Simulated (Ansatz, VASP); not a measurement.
# CaO in VASP and in Ansatz

Contents of INCAR:

```
SYSTEM = CaO
ALGO = Normal
EDIFF = 1E-6
ENCUT = 520
GGA = PE
ISIF = 2
ISMEAR = -1
LASPH = .True.
LCHARG = .True.
LELF = .True.
LREAL = .False.
LVHAR = .True.
LWAVE = .False.
NBANDS = 15
NELM = 80
PREC = Accurate
SIGMA = 0.02
```

File KPOINTS:

```
k-points
0
Gamma
  8 8 8
  0 0 0
```

POSCAR

```
CaO
1.0
    2.9032089648      0.0750479517      0.0000000000
    0.0750479517      2.9032089648      0.0000000000
    0.0000000000      0.0000000000      2.9032089648
Ca O
1 1
Direct
    0.0000000000      0.0000000000      0.0000000000
    0.5000000000      0.5000000000      0.5000000000
```

Input for Ansatz:

```yaml
crystal:
  lattice:
    - [2.9032089648, 0.0750479517, 0.0]
    - [0.0750479517, 2.9032089648, 0.0]
    - [0.0, 0.0, 2.9032089648]
  atoms:
    - { symbol: Ca, position: [0.0, 0.0, 0.0] }
    - { symbol: O, position: [0.5, 0.5, 0.5] }
kpoints:
  mp_grid: { grid: [8, 8, 8] }
  band_path:
    path: [[0.0, 0.0, 0.0], [0.0, 0.5, 0.0], [0.5, 0.5, 0.0], [0.5, 0.5, 0.5]]
    npoints: 1
hamiltonian:
  xc: pbe
scf:
  occupations: { method: fermi_dirac, width: 0.02 }
  n_extra_bands: 4
output:
  forces: true
  stress: true
  eigenvalues: true
```

Change from the starting cell: shear_xy strain +5.2%.

Alike in both runs: task single point; functional PBE; k mesh 8 × 8 × 8; occupations fermi-dirac, width 0.02 eV; no spin polarisation.

|  | VASP | Ansatz |
| --- | --- | --- |
| version | VASP 6.6.1 | Ansatz 0.2.0 |
| potentials or method | VASP PAW PBE potentials, release 64 (Ca_sv, O) | plane waves, PAW |
| plane-wave cutoff (eV) | 520 | 420 |
| valence electrons in the cell | 16 | 16 |

```csv
,VASP,Ansatz,Ansatz less VASP
gap on the k mesh at the Fermi level (eV),2.77,2.79,+0.015
pressure (GPa),4.7,4.0,-0.68
largest component of the traceless stress (GPa),0.27,0.36,+0.096
```

A k mesh can miss the band edges.
